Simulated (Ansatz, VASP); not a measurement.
# TiSe: VASP beside Ansatz

One calculation is typed for both programs; each brings its own data sets and cutoff. How far apart do they land?

Main program and level: Ansatz 0.2.0; plane waves, with VASP 6.6.1 beside it; single point at PBEsol.

## 1. Starting point

It takes space group P6_3/mmc (No. 194, hexagonal). The conventional cell has a = 3.559 Å, b = 3.559 Å, c = 6.220 Å, α = 90.00°, β = 90.00°, γ = 120.00°. Nearest to Se lie 6 Ti at 2.58 Å. Ti has 6 Se at 2.58 Å nearest. Farther neighbours and most contacts between anions are not listed.

As a file:

```cif
data_structure
_symmetry_space_group_name_H-M 'P6_3/mmc'
_symmetry_Int_Tables_number 194
_cell_length_a 3.5590
_cell_length_b 3.5590
_cell_length_c 6.2200
_cell_angle_alpha 90.000
_cell_angle_beta 90.000
_cell_angle_gamma 120.000
_cell_volume 68.23
loop_
_atom_site_label
_atom_site_type_symbol
_atom_site_symmetry_multiplicity
_atom_site_Wyckoff_symbol
_atom_site_fract_x
_atom_site_fract_y
_atom_site_fract_z
_atom_site_occupancy
Se1 Se 2 c 0.66667 0.33333 0.75000 1
Ti1 Ti 2 a 0.00000 0.00000 0.50000 1
```

## 2. Ansatz: single point, PBEsol

Ansatz runs on its default PAW (the set named soft_2) files.

A single point gives forces, pressure and levels at one fixed geometry, so differences don't come from the geometry; what else differs is listed under the comparison.

The input, input.yaml:

```yaml
crystal:
  lattice:
    - [3.559, 0.0, 0.0]
    - [-1.7795, 3.0821844121, 0.0]
    - [0.0, 0.0, 6.22]
  atoms:
    - { symbol: Se, position: [0.6666666667, 0.3333333333, 0.75] }
    - { symbol: Se, position: [0.3333333333, 0.6666666667, 0.25] }
    - { symbol: Ti, position: [0.0, 0.0, 0.5] }
    - { symbol: Ti, position: [0.0, 0.0, 0.0] }
hamiltonian:
  xc: pbesol
  pseudopotentials: { kind: paw }
kpoints:
  mp_grid: { grid: [9, 9, 4] }
scf:
  occupations: { method: gaussian, width: 0.05 }
  n_extra_bands: 5
output:
  forces: true
  stress: true
  eigenvalues: true
  write_density: true
  write_potential: true
  elf: true
  volumetric_format: npy
```

On the command line:

```console
ansatz run input.yaml --threads 2 --pin off --max-ram 4608MiB --backend cpu --events-out ev --progress --plain --runs-dir out
```

Numbers of over 12 decimals in the logs are rounded to 6 here.

The log of the run:

```text
scf.n_extra_bands = 5 over 28 filled bands (N_el = 56.0): the run solves 33 bands
Engine: ansatz 0.2.0, aarch64-unknown-linux-gnu
Pseudopotentials: kind: paw
Pseudopotential: Se, paw, valence charge 16, recommended cutoff 420 eV (normal), Se.paw.azcp
Pseudopotential: Ti, paw, valence charge 12, recommended cutoff 420 eV (normal), Ti.paw.azcp
Functional definition: PBEsol
  exchange = pbesol_x
  correlation = pbesol_c
Crystal: 4 atoms, lattice volume = 68.230 Å³
Basis set: ecut = 420 eV, 1299 PW (Γ), exchange–correlation on 48×48×90 points (8 copies of the dense FFT grid, shifted against one another)
Bands: 33, of which v1, the nominal top of the filled ones, is band 28 counted from 1 (27 counted from 0)
Symmetry: 24 space group operations
Space group: P63/mmc (ITA 194), of the structure as read, at distance tolerance 4.1e-5 Å
k-points: 36 of 324
Non-local potential: Se, projectors of the file, l = 0: 2, l = 1: 2, l = 2: 3, l = 3: 1
Non-local potential: Ti, projectors of the file, l = 0: 3, l = 1: 2, l = 2: 3, l = 3: 1
PAW form: soft (Blöchl's): semilocal exchange-correlation on the pseudo side does not see the compensation charge
PAW frozen core: Se, regenerated for the run's functional, and the local potential with it (the file was generated under x = pbe(κ = 0.804, μ = 0.219515), c = pbe(β = 0.066725))
PAW frozen core: Ti, regenerated for the run's functional, and the local potential with it (the file was generated under x = pbe(κ = 0.804, μ = 0.219515), c = pbe(β = 0.066725))
PAW one-centre angular grid: Se, 590 points (default); XC on 64 Gauss nodes
PAW one-centre angular grid: Ti, 590 points (default); XC on 64 Gauss nodes
Initial density: superposition of atomic densities (neutral atoms: chi_scale 0, normalization atom), corrected by the library's trained network
Initial wavefunctions: pseudopotential atomic-orbital guess
Functional: x = pbesol(κ = 0.804, μ = 0.123457), c = pbesol(β = 0.046)
SCF iter   1: F=—  HF=-15800.781084 eV  |F-HF|=—  |Δ(HF+E_count)|=         —  Δρ=6.36e-3  dr2=2.50e-2  ethr=1.77e-3  ⟨swp⟩=5.7  Hψ=4522  notcnv=0
preconditioner: auto → Kerker (q_TF=auto, 2.640 Å⁻¹)  [metal: Δε(μ)=0.004 eV  Ē_g=7.156 eV  σ=0.050 eV  W_gap=0.04  n_scr=22 (ndim 8)  ℏωp=20.1 eV  f_vac=0.000  D(μ)=3.72/eV (n_scr^D=36)]
SCF iter   2: F=—  HF=-15800.774281 eV  |F-HF|=—  |Δ(HF+E_count)|=   6.80e-3  Δρ=2.54e-3  dr2=4.08e-3  ethr=4.47e-5  ⟨swp⟩=2.9  Hψ=2551  notcnv=0  defer=24
SCF iter   3: F=—  HF=-15800.773432 eV  |F-HF|=—  |Δ(HF+E_count)|=   8.49e-4  Δρ=8.89e-4  dr2=6.06e-4  ethr=7.28e-6  ⟨swp⟩=2.1  Hψ=1425  notcnv=0  defer=24
SCF iter   4: F=—  HF=-15800.773320 eV  |F-HF|=—  |Δ(HF+E_count)|=   1.13e-4  Δρ=2.05e-4  dr2=3.27e-5  ethr=1.08e-6  ⟨swp⟩=2.0  Hψ=1526  notcnv=0  defer=24
SCF iter   5: F=—  HF=-15800.773339 eV  |F-HF|=—  |Δ(HF+E_count)|=   1.90e-5  Δρ=8.29e-5  dr2=6.58e-6  ethr=5.84e-8  ⟨swp⟩=2.0  Hψ=2103  notcnv=0  defer=24
SCF iter   6: F=—  HF=-15800.773333 eV  |F-HF|=—  |Δ(HF+E_count)|=   6.08e-6  Δρ=3.64e-5  dr2=1.27e-6  ethr=1.17e-8  ⟨swp⟩=2.0  Hψ=2093  notcnv=0  defer=24
SCF iter   7: F=-15800.773333 eV  HF=-15800.773333 eV  |F-HF|=1.70e-8  |Δ(HF+E_count)|=   5.12e-8  Δρ=8.48e-6  dr2=6.02e-8  ethr=1.79e-10  ⟨swp⟩=8.0  Hψ=7515  notcnv=0
SCF 1 converged in 7 iterations: F = -15800.773333 eV  dr2 = 6.02e-8
  greatest PAW one-centre occupation: 1.000 electrons in one spin orbital (limit 2), on the Se atom at site 1 (counted from 0), in its partial waves of l = 2
SCF converged after 7 iterations
Free energy (F): -15800.773333 eV
Harris-Foulkes:  -15800.773333 eV  (|F-HF|=1.70e-8)
Internal energy: -15800.768546 eV  (E = F + TS)
E sigma→0 (E₀):  -15800.770939 eV
Entropy (-TS):   -0.004787 eV (-1.197 meV/atom)
Fermi energy:    14.599331 eV
--- Per-component energies (eV) ---
  E_band       = -913.420648
  E_kinetic    = 790.549139
  E_local      = -5728.301699  (includes V_loc(G=0)·N_el)
  E_nonlocal   = -1163.322037
  E_hartree    = 2770.539013
  E_xc         = -404.250405
  E_vxc        = -444.970142  (∫ρ·V_xc dr)
  E_paw        = -5782.966979  (= ΣΔE_a)
  E_vpaw       = 91.547583  (= ΣTr[D̂ρ^β])
  E_aug_tail   = -0.001018  (compensation charges beyond the density's cutoff)
  E_ewald      = -6285.310229
  E_core_change = 2.295669  (= ΣΔE_core)
  E_smearing   = -0.004787  (= −TS)
  E_closure    = 0.000000  (closes the sum)
  Σ components = -15800.773333   (vs F -15800.773333, Δ=0.00e0)
--- Forces (eV/Å), atoms counted from 1 ---
  atom   1  Se     0.00000000     0.00000000     0.00000000
  atom   2  Se     0.00000000    -0.00000000     0.00000000
  atom   3  Ti     0.00000000    -0.00000000     0.00000000
  atom   4  Ti     0.00000000     0.00000000     0.00000000
  max |Σ_I F_I| component: 2.31e-18 eV/Å
--- Stress (GPa, compression-positive) ---
       -4.102622      -0.000000       0.000000
        0.000000      -4.102622       0.000000
        0.000000       0.000000       5.992732
  P = ⅓ Tr σ = -0.7375 GPa (-7.375 kbar)
--- Band table (eV; the first three rows and the last of 36) ---
  k-point 0: bands = [... 24 lower, 12.6815, 12.9256, 12.9256, 14.1290, 14.1290, 14.1585, 14.1585, 15.7656, ... 1 higher]
  k-point 1: bands = [... 24 lower, 12.1242, 12.1242, 13.6211, 14.2846, 14.2846, 14.8630, 14.8630, 15.8081, ... 1 higher]
  k-point 2: bands = [... 24 lower, 11.1879, 11.1879, 14.6835, 14.6835, 14.6835, 14.6835, 14.7025, 14.7025, ... 1 higher]
  k-point 35: bands = [... 24 lower, 9.9249, 9.9249, 14.2906, 14.2906, 15.3761, 15.3761, 16.0529, 16.0529, ... 1 higher]
```

Wall time 5.7 s (2 threads of Arm Neoverse N1, shared host); peak memory 0.36 GiB.

The column dr2 measures how far the density is from self-consistency, as an energy; F and HF (Harris–Foulkes) agree once it is small.

The run ends at a pressure of -0.74 GPa.

## 3. VASP: single point, PBEsol

The same cell, functional, mesh and smearing now go to VASP, with its own data sets and cutoff.

Lines of VASP's logs that name or quote its potential files are left out, and so is its time.

The input, INCAR:

```
SYSTEM = TiSe
PREC = Accurate
ENCUT = 400
EDIFF = 1E-05
NELM = 100
ISMEAR = 0
SIGMA = 0.05
LREAL = .FALSE.
ALGO = Normal
GGA = PS
NBANDS = 24
LASPH = .TRUE.
LORBIT = 11
LWAVE = .FALSE.
LCHARG = .FALSE.
KPAR = 4
```

The input, POSCAR:

```
TiSe
1.0
    3.5590000000      0.0000000000      0.0000000000
   -1.7795000000      3.0821844121      0.0000000000
    0.0000000000      0.0000000000      6.2200000000
Se Ti
2 2
Direct
    0.6666666667      0.3333333333      0.7500000000
    0.3333333333      0.6666666667      0.2500000000
    0.0000000000      0.0000000000      0.5000000000
    0.0000000000      0.0000000000      0.0000000000
```

The input, KPOINTS:

```
Automatic mesh
0
Gamma
9 9 4
0 0 0
```

Potentials, in the order of the species: Se and Ti_sv (PBE family, release 64).

On the command line:

```console
mpirun -np 4 vasp_std
```

The log of the run:

```text
[banner, memory and clock lines left out]
running    4 mpi-ranks, on    1 nodes
 distrk:  each k-point on    1 cores,    4 groups
 distr:  one band on    1 cores,    1 groups

 POSCAR found type information on POSCAR SeTi
 POSCAR found :  2 types and       4 ions
|                                                                             |
|               ----> ADVICE to this user running VASP <----                  |
|                                                                             |
|     You enforced a specific xc type in the INCAR file but a different       |
|     [... a line on the potential file left out ...]
|     I HOPE YOU KNOW WHAT YOU ARE DOING!                                     |
|                                                                             |

 LDA part: xc-table for (Slater+PW92), standard interpolation
 POSCAR, INCAR and KPOINTS ok, starting setup
 FFT: planning ... GRIDC
 FFT: planning ... GRID_SOFT
 FFT: planning ... GRID
 WAVECAR not read
 entering main loop
       N       E                     dE             d eps       ncg     rms          rms(c)
DAV:   1     0.354842908770E+03    0.35484E+03   -0.15294E+04  1736   0.139E+03
DAV:   2     0.838750564865E+01   -0.34646E+03   -0.33942E+03  1824   0.425E+02
DAV:   3    -0.294237602250E+02   -0.37811E+02   -0.37295E+02  2968   0.128E+02
DAV:   4    -0.316503018560E+02   -0.22265E+01   -0.22190E+01  2392   0.262E+01
DAV:   5    -0.317613070193E+02   -0.11101E+00   -0.11098E+00  2520   0.492E+00    0.152E+01
DAV:   6    -0.290105406215E+02    0.27508E+01   -0.20416E+01  2304   0.366E+01    0.422E+00
DAV:   7    -0.289460732032E+02    0.64467E-01   -0.13406E+00  2312   0.995E+00    0.309E+00
DAV:   8    -0.289280422431E+02    0.18031E-01   -0.11394E-01  2328   0.229E+00    0.498E-01
DAV:   9    -0.289275060505E+02    0.53619E-03   -0.11924E-02  2360   0.865E-01    0.273E-01
DAV:  10    -0.289278731283E+02   -0.36708E-03   -0.96719E-04  2384   0.274E-01    0.424E-02
DAV:  11    -0.289278567616E+02    0.16367E-04   -0.24638E-04  2632   0.134E-01    0.329E-02
DAV:  12    -0.289278543761E+02    0.23855E-05   -0.29891E-05  1784   0.460E-02
   1 F= -.28927854E+02 E0= -.28925450E+02  d E =-.480846E-02
```

OUTCAR, selected parts (step 3):

```text
ion  position               nearest neighbor table
   1  0.667  0.333  0.750-   3 2.58   4 2.58   3 2.58   4 2.58   3 2.58   4 2.58
   2  0.333  0.667  0.250-   3 2.58   4 2.58   3 2.58   4 2.58   3 2.58   4 2.58
   3  0.000  0.000  0.500-   1 2.58   2 2.58   1 2.58   2 2.58   1 2.58   2 2.58
   4  0.000  0.000  0.000-   1 2.58   2 2.58   1 2.58   2 2.58   1 2.58   2 2.58

  LATTYP: Found a hexagonal cell.
 ALAT       =     3.5590000000
 C/A-ratio  =     1.7476819331

 Subroutine GETGRP returns: Found 24 space group operations
 (whereof 12 operations were pure point group operations)

The static configuration has the point symmetry D_3d.
 The point group associated with its full space group is D_6h.

 Found     36 irreducible k-points:

   k-points           NKPTS =     36   k-points in BZ     NKDIM =     36   number of bands    NBANDS=     24

   dimension x,y,z NGX =    24 NGY =   24 NGZ =   42
   dimension x,y,z NGXF=    48 NGYF=   48 NGZF=   84

   ENCUT  =  400.0 eV  29.40 Ry    5.42 a.u.   5.80  5.80 10.14*2*pi/ulx,y,z

   NELECT =      36.0000    total number of electrons

 k-points in reciprocal lattice and weights: Automatic mesh
   0.00000000  0.00000000  0.00000000       0.003
   0.11111111  0.00000000  0.00000000       0.019
   0.22222222  0.00000000  0.00000000       0.019
   0.33333333 -0.00000000  0.00000000       0.019
   0.44444444  0.00000000  0.00000000       0.019
   0.11111111  0.11111111  0.00000000       0.019
   0.22222222  0.11111111  0.00000000       0.037
   0.33333333  0.11111111  0.00000000       0.037
   0.44444444  0.11111111  0.00000000       0.019
[...]
0.33333333  0.22222222  0.50000000       0.037
   0.33333333  0.33333333  0.50000000       0.006

 average (electrostatic) potential at core
       1 -50.7183       2 -50.7183       3 -72.4143       4 -72.4143

 E-fermi :   8.7124

 k-point     1 :       0.0000    0.0000    0.0000
  band No.  band energies     occupation
    ...
     17       7.0531      2.00000
     18       8.2419      2.00000
     19       8.2419      2.00000
     20       8.2695      2.00000
     21       8.2695      2.00000
     22       9.8763      0.00000
     23       9.8763      0.00000
     24      11.0503      0.00000

 k-point     2 :       0.1111    0.0000    0.0000
  band No.  band energies     occupation
    ...
     16       6.5163      2.00000
     17       7.0117      2.00000
     18       8.4046      2.00000
     19       8.5441      2.00000
     20       8.7321      0.57732
     21       8.8247      0.00149
     22       9.8538      0.00000
     23       9.9868      0.00000
     24      11.0436      0.00000

 k-point     3 :       0.2222    0.0000    0.0000
  band No.  band energies     occupation
    ...
     13       4.0806      2.00000
     14       4.4813      2.00000
     15       5.0612      2.00000
     16       5.8486      2.00000
     17       7.0237      2.00000
     18       8.7695      0.10662
     19       8.9197      0.00000
     20       8.9455      0.00000
     21       9.5153      0.00000
     22       9.8117      0.00000
    ...

  Total       -1.7616489     -1.7616489      2.5401606      0.0000000     -0.0000000      0.0000000
  in kB      -41.3668971    -41.3668971     59.6478456      0.0000000     -0.0000000      0.0000000
  external PRESSURE =      -7.6953162 kB  Pullay stress =       0.0000000 kB

  energy-cutoff  :      400.00
  volume of cell :       68.23
      direct lattice vectors                 reciprocal lattice vectors
     3.559000000  0.000000000  0.000000000     0.280977803  0.162222610  0.000000000
    -1.779500000  3.082184412  0.000000000     0.000000000  0.324445220  0.000000000
     0.000000000  0.000000000  6.220000000     0.000000000  0.000000000  0.160771704

 POSITION                                       TOTAL-FORCE (eV/Angst)
 -----------------------------------------------------------------------------------
      1.77950      1.02739      4.66500        -0.000000      0.000000      0.000000
     -0.00000      2.05479      1.55500         0.000000     -0.000000      0.000000
      0.00000      0.00000      3.11000        -0.000000      0.000000      0.000000
      0.00000      0.00000      0.00000         0.000000      0.000000      0.000000
 -----------------------------------------------------------------------------------
    total drift:                               -0.000000      0.000000     -0.000000

  FREE ENERGIE OF THE ION-ELECTRON SYSTEM (eV)
  ---------------------------------------------------
  free  energy   TOTEN  =       -28.9278543761 eV

  energy  without entropy=      -28.9230459133  energy(sigma->0) =      -28.92545014

 total charge
# of ion       s       p       d       tot
------------------------------------------
    1        1.429   2.460   0.087   3.976
    2        1.429   2.460   0.087   3.976
    3        2.147   6.115   2.043  10.306
    4        2.147   6.115   2.043  10.306
--------------------------------------------------
tot          7.152  17.150   4.261  28.564

[... 3 further parts left out ...]
```

This run has no spin polarisation, so a moment on Ti, if there is one, isn't seen. The k-mesh is coarse for a metal.

## 4. Comparison

Known differences besides the potentials themselves: the data sets hold 56 valence electrons in Ansatz (default PAW (the set named soft_2) files) and 36 in VASP; the cutoff is 420 eV in Ansatz and 400 eV in VASP; Ansatz makes its cores anew for this functional, VASP keeps those of its PBE data sets. Total energies have different zeros and are not compared.

Compared:

| quantity | Ansatz | VASP | difference |
| --- | --- | --- | --- |
| pressure (GPa) | -0.74 | -0.77 | +0.03 |

Ansatz's pressure holds a Pulay correction of 0.02 GPa; VASP's holds none.

## 5. Results

| Item | Value |
| --- | --- |
| difference in pressure (single point, PBEsol) | 0.032 GPa |

In words: The difference in pressure is 0.032 GPa (single point, PBEsol), within the 1 GPa picked in this series as the mark of a large difference. Such differences can come from data sets, numerical settings and the points named under the comparisons, not from the functional's error against experiment.

[Lines on the potential files, build, host, timing and source positions are cut from VASP's logs without a mark.]

[Logs are printed without paths, hosts, clocks, repeated set-up lines and the standing remarks that a program may print on its own settings, such as how far it seeks lower states.]

[Hosts, paths, dates, database ids (printed as entryN), source tags and the programs' standing remarks are cut or masked in the printed files.]
